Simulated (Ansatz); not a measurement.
# VO₂: do energies and stresses tell the same story?

All numbers below come from Ansatz 0.2.0, DFT PBE+U, scalar-relativistic, plane waves, PAW.

Cutoff 420 eV; k points 6×10×6 on the computed 6-atom cell (Γ-centred); Gaussian smearing, width 0.02 eV; U_eff V 3.25 eV on the d shells (Löwdin-orthogonalised atomic orbitals); collinear spin from starting moments 0.95 0.95 0 0 0 0 μB.

Relaxed cell: P4_2/mnm, a = 4.482 Å, b = 4.482 Å, c = 3.026 Å, α = 90.00°, β = 90.00°, γ = 90.00°, 6 atoms in the primitive cell.

Energies at zero smearing and pressures from the stress tensor, at volumes with shape and atoms relaxed:
```tsv
V (Å³/atom)	E − E(first) (meV/atom)	P (GPa)
9.218	0.00	27.18
9.522	-41.26	16.63
9.826	-64.05	7.65
10.130	-71.12	0.01
10.433	-64.83	-6.48
10.737	-47.20	-11.98
```

Question: Check P = −dE/dV between neighbouring volumes, and get the bulk modulus from the pressures alone.

Answer: With 1 eV/Å³ = 160.2 GPa:
```json
{"middle V (Å³/atom)": "9.370", "−ΔE/ΔV (GPa)": "21.754", "mean P (GPa)": "21.902"}
{"middle V (Å³/atom)": "9.674", "−ΔE/ΔV (GPa)": "12.017", "mean P (GPa)": "12.139"}
{"middle V (Å³/atom)": "9.978", "−ΔE/ΔV (GPa)": "3.727", "mean P (GPa)": "3.832"}
{"middle V (Å³/atom)": "10.282", "−ΔE/ΔV (GPa)": "-3.317", "mean P (GPa)": "-3.235"}
{"middle V (Å³/atom)": "10.585", "−ΔE/ΔV (GPa)": "-9.296", "mean P (GPa)": "-9.230"}
```

The two differ by 0.15 GPa at most. The mean of two end pressures misses the average over a step by about ΔV² P″/12, up to 0.14 GPa here; with that taken off 0.01 GPa remains. Around V = 10.130 Å³/atom, the two neighbours give B = −V ΔP/ΔV = 10.130 × 14.13 / 0.608 = 235.5 GPa, against B0 = 234.0 GPa from the Birch–Murnaghan fit of the energies.

The state reached may not be the lowest one. Moments started parallel, and an antiferromagnetic order may lie lower.

Only this magnetic start was tried.